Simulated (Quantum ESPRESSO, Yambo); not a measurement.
Planning a run of Yambo 5.3.0 on KI (Fm-3m). The input:

```
HF_and_locXC
gw0
dyson
cohsex
em1s
rim_cut
RandQpts= 1000000
RandGvec= 1 RL
EXXRLvcs= 76 Ry
VXCRLvcs= 304 Ry
Chimod= "HARTREE"
% BndsRnXs
 1 | 167 |
%
NGsBlkXs= 11.5 Ry
% LongDrXs
 1 | 1 | 1 |
%
% GbndRnge
 1 | 167 |
%
DysSolver= "n"
ExtendOut
% QPkrange
 1 | 1 | 16 | 19 |
%
```

```sh
OMP_NUM_THREADS=1 mpirun -n 4 yambo -F gw4.in -J gw4 -C gw4 > gw4.log
```

The stored states that it reads are on a 4×4×4 mesh. Symmetry: Fm-3m, No. 225, cubic system. Conventional cell: a = 7.066 Å, b = 7.066 Å, c = 7.066 Å, α = 90.00°, β = 90.00°, γ = 90.00°. Nearest to K lie 6 I at 3.53 Å. I has 6 K at 3.53 Å nearest. Farther neighbours and most contacts between anions are not listed.

**Question.** Estimate wall time and host memory on 4 MPI ranks of Intel Xeon Platinum 8259CL at 2.50GHz (Skylake/Cascade Lake), shared host.

It took 9.2 min; on shared hardware allow 4.6 min to 18 min. Peak host memory was 2.2 GiB.

The screening grows as filled bands × empty bands × pairs of k points, times the square of the screening basis for the matrix.

[Paths, hosts, dates, memory and timing lines, banners, echoed tables and standing remarks are left out of the program output.]

[Logs are printed without paths, hosts, clocks, repeated set-up lines and the standing remarks that a program may print on its own settings, such as how far it seeks lower states.]

[Runs of the session that timed out or met a known fault of the program may be left out.]

[Hosts, paths, dates, database ids (printed as entryN), source tags and the programs' standing remarks are cut or masked in the printed files.]
